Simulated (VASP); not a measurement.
Runs of VASP 6.6.1 on HfO2. The structure is tetragonal, space group P4_2/mnm (No. 136). The conventional cell has a = 4.814 Å, b = 4.814 Å, c = 3.205 Å, α = 90.00°, β = 90.00°, γ = 90.00°. Around Hf (site symmetry mmm) lie 6 O at 2.08 Å. O (site symmetry m2m) has 3 Hf at 2.08 Å as nearest neighbours. Measurements of this composition are mostly on another form, of space group No. 14.

```csv
task,level,potentials or basis,spin,cell,k mesh,cutoff (eV),gap on the mesh (eV),pressure (GPa)
relaxation of cell and atoms,PBE,"VASP PAW PBE potentials, release 64 (Hf_pv, O)",off,relaxed,6 × 6 × 8,600,3.90,0.0
band structure,PBE,"VASP PAW PBE potentials, release 64 (Hf_pv, O)",off,as given,6 × 6 × 8,520,(a),-
band structure,LDA,"VASP PAW LDA potentials, release 64 (Hf_pv, O)",off,as given,6 × 6 × 8,520,3.77,-
band structure,PBE,"VASP PAW PBE potentials, release 64 (Hf_pv, O)","SOC, no magnetisation",as given,5 × 5 × 6,520,-,5.7
```

Alike in all rows: smearing fermi-dirac 0.05 eV.

Q: Fill in the values left out.

A: (a) 3.98.

Caveats: spin-orbit coupling is left out, which moves the levels of the heavy elements (some runs).

A k mesh can miss the band edges, and rows without SOC leave out spin-orbit coupling on Hf.
